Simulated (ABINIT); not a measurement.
BAs:

```
As B
1.0
     0.00000    2.38850    2.38850
     2.38850    0.00000    2.38850
     2.38850    2.38850    0.00000
As B
1 1
Direct
  0.75000 0.75000 0.75000
  0.00000 0.00000 0.00000
```

Base run:

| Quantity | Value |
| --- | --- |
| Program | ABINIT 10.8.3 (patched build) |
| Functional | PBE0 |
| Potentials or basis | SG15 NC PBE v1.2 |
| Cutoff | 490 eV |
| k mesh | 6 × 6 × 6 |
| Occupations | fixed |
| Spin | no spin polarisation |

Its results: band gap on the k mesh 2.59 eV, indirect (least direct gap 4.78 eV); pressure -0.6 GPa.

The run is repeated on the same cell with these changes: functional from PBE0 to PBE. What comes out?

Band gap on the k mesh 1.29 eV, indirect (least direct gap 3.29 eV); pressure 2.1 GPa.

PBE0 gives the wider gap, since exact exchange removes part of the self-interaction.

Caveats: the potentials were made for another functional, which shifts forces and pressure (some runs).

A k mesh can miss the band edges.
